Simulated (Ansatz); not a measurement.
## BAs: smallest direct gap on path and band gap against volume per atom

Results calculated with Ansatz 0.2.0, not measured. Periodic Kohn-Sham DFT of a crystal at fixed atoms; Kohn-Sham levels at symmetry points; band -1 is the highest filled and +1 the lowest empty one at that point, spin up along a +z start moment.

Cell of the first row (space group F-43m, No. 216):
```
BAs
1.0
      0.0000     2.3397     2.3397
      2.3397     0.0000     2.3397
      2.3397     2.3397     0.0000
B As
1 1
Direct
  0.00000 0.00000 0.00000
  0.75000 0.75000 0.75000
```

Settings of every row: method all-electron LAPW; functional LDA; relativity scalar; k mesh 13x13x13; filling fermi-dirac; smearing width 0.05 eV; basis error target 0.5 meV/atom; nucleus gaussian.

Atom start moment: 0 on all atoms.

Limits: semilocal functionals tend to give too small a gap; no spin-orbit coupling, which shifts gaps with heavier elements (BAs).

| row | volume per atom (Å³) | smallest direct gap on path (eV) | band gap (eV) |
| --- | --- | --- | --- |
| 1 | 12.809 | ? | ? |
| 2 | 13.081 | 3.308 | 1.095 |
| 3 | 13.354 | 3.281 | 1.114 |
| 4 | 13.49 | 3.268 | 1.123 |
| 5 | 13.626 | 3.255 | 1.133 |
| 6 | 13.762 | 3.242 | 1.14 |
| 7 | 13.899 | 3.23 | 1.148 |
| 8 | 14.171 | 3.206 | 1.164 |
| 9 | 14.444 | 3.182 | 1.18 |

Question: what smallest direct gap on path and band gap should row 1 give?

Worked fit of smallest direct gap on path. Take t = volume per atom − 14, in Å³. The shown rows have t = -0.919, -0.646, -0.51, -0.374, -0.238, -0.101, 0.171, 0.444. Least squares give smallest direct gap on path = 3.2208 − 0.08948 × t + 0.00588 × t² eV; a straight line predicts inner rows, each left out in turn, worse (root mean square 0.00092 against 0.00031 eV). All shown rows lie on it to the printed digit. The withheld row has t = -1.191, so the fit gives 3.2208 − 0.08948 × (-1.191) + 0.00588 × (-1.191)² = 3.336 eV.

The calculation gave 3.337 eV. The fit lies 0.001 eV (0.65 % of the column's range) below it, one unit of the last digit. This row lies beyond the range of the fit.

Worked fit of band gap. Take t = volume per atom − 14, in Å³. The shown rows have t = -0.919, -0.646, -0.51, -0.374, -0.238, -0.101, 0.171, 0.444. Their means are -0.27163 and 1.1371 eV; the sums about the means are S_tt = 1.365 and S_ty = 0.08425, whose ratio is the slope. Least squares give band gap = 1.1539 + 0.06173 × t eV. The rows lie off it by -0.002, 0.000, 0.001, 0.002, 0.001, 0.000, 0.000, -0.001. The withheld row has t = -1.191, so the fit gives 1.1539 + 0.06173 × (-1.191) = 1.080 eV.

The calculation gave 1.076 eV. The fit lies 0.004 eV (3.8 % of the column's range) above it; its largest miss of a shown row is 0.002 eV. This row lies beyond the range of the fit.
